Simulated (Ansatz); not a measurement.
Crystal: BaTiO3.

```
Ba Ti O
1.0
    -3.80268   -0.05658   -0.02182
    -0.02191   -0.03168   -4.13033
    -0.11316   -7.97351   -0.06307
Ba Ti O
2 2 6
Direct
  0.04486 0.90917 0.49511
  0.00815 0.92181 0.02441
  0.45719 0.52057 0.20539
  0.50232 0.47064 0.76225
  0.48144 0.03993 0.24039
  0.45629 0.07298 0.69357
  0.53803 0.54059 0.44980
  0.52906 0.55800 0.03050
  0.98202 0.45740 0.26038
  0.00064 0.50892 0.83819
```

- Program: Ansatz 0.2.0
- Task: relaxation of cell and atoms
- Functional: PBEsol
- Potentials or basis: Ansatz PAW
- Cutoff: 420 eV (not typed: the program's choice for these potentials)
- k mesh: 7 × 7 × 4
- Occupations: fermi-dirac, width 0.05 eV
- Spin: no spin polarisation

At the start: volume 12.52 Å³/atom.

How do energy, volume and symmetry change on relaxing?

It ends after 13 steps and the volume is 12.69 Å³/atom (+1.4 %); space group R3m (No. 160, to 0.05 Å).

Step by step:
```csv
step,energy change (eV),largest force (eV/Å),volume (Å³)
1,0.0000,26.3282,125.20
2,-6.3790,10.7308,131.07
3,-9.0191,3.1387,130.02
4,-9.8340,1.2242,129.82
5,-10.0258,0.1239,126.98
6,-10.0299,0.0421,126.86
7,-10.0306,0.0013,126.80
8,-10.0473,0.0018,126.80
9,-10.0488,0.0033,126.89
10,-10.0487,0.0023,126.94
11,-10.0495,0.0023,126.94
12,-10.0496,0.0003,126.93
13,-10.0495,0.0003,126.93
```

Final structure:
```yaml
crystal:
  lattice:
    - [-3.98708, -0.00446, -0.00436]
    - [-0.00479, -0.00489, -3.98985]
    - [-0.00929, -7.97909, -0.00925]
  atoms:
    - { symbol: Ba, position: [0.99396, 0.99374, 0.49688] }
    - { symbol: Ba, position: [0.99396, 0.99373, 0.99688] }
    - { symbol: Ti, position: [0.48310, 0.48260, 0.24132] }
    - { symbol: Ti, position: [0.48309, 0.48261, 0.74132] }
    - { symbol: O, position: [0.50560, 0.01212, 0.25285] }
    - { symbol: O, position: [0.50560, 0.01213, 0.75285] }
    - { symbol: O, position: [0.50560, 0.50572, 0.50604] }
    - { symbol: O, position: [0.50560, 0.50572, 0.00605] }
    - { symbol: O, position: [0.01174, 0.50581, 0.25290] }
    - { symbol: O, position: [0.01175, 0.50581, 0.75290] }
```

Caveat: the plane-wave basis is chosen anew once the cell has moved, so the energies of steps on either side of that aren't comparable; the pressure holds a Pulay correction of +0.6 GPa for the finite cutoff; the PAW data sets come from PBE, with cores solved anew for the run's functional, which leaves a small shift of forces and pressure.
